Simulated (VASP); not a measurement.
Crystal: GaN.

```
Ga N
1.0
     0.00000    2.25000    2.25000
     2.25000    0.00000    2.25000
     2.25000    2.25000    0.00000
Ga N
1 1
Direct
  0.00000 0.00000 0.00000
  0.25000 0.25000 0.25000
```

The cell was built by a generator and needn't be a form met in nature.

Base run:

```yaml
Program: VASP 6.6.1
Functional: PBE
Potentials_or_basis: VASP PAW PBE potentials, release 64 (Ga_d, N)
Cutoff: 520 eV
k_mesh: 8 × 8 × 8
Occupations: fermi-dirac, width 0.05 eV
Spin: no spin polarisation
```

Its results: band gap on the k mesh 1.75 eV, direct; pressure 6.0 GPa.

Q: After a change of settings the same cell gave: band gap on the k mesh 1.71 eV, direct; pressure -0.5 GPa. Which change was it?
A. functional from PBE to r2SCAN
B. functional from PBE to LDA; potentials or basis from VASP PAW PBE potentials, release 64 (Ga_d, N) to VASP PAW LDA potentials, release 64 (Ga_d, N)
C. functional from PBE to PBEsol
D. functional from PBE to SCAN

A: C.

PBEsol binds more tightly than PBE, so the same cell stands under less pressure.

Caveats: the PAW data sets were made with another functional, which shifts forces and pressure a little (some runs).

Not every run made on this cell is shown here.
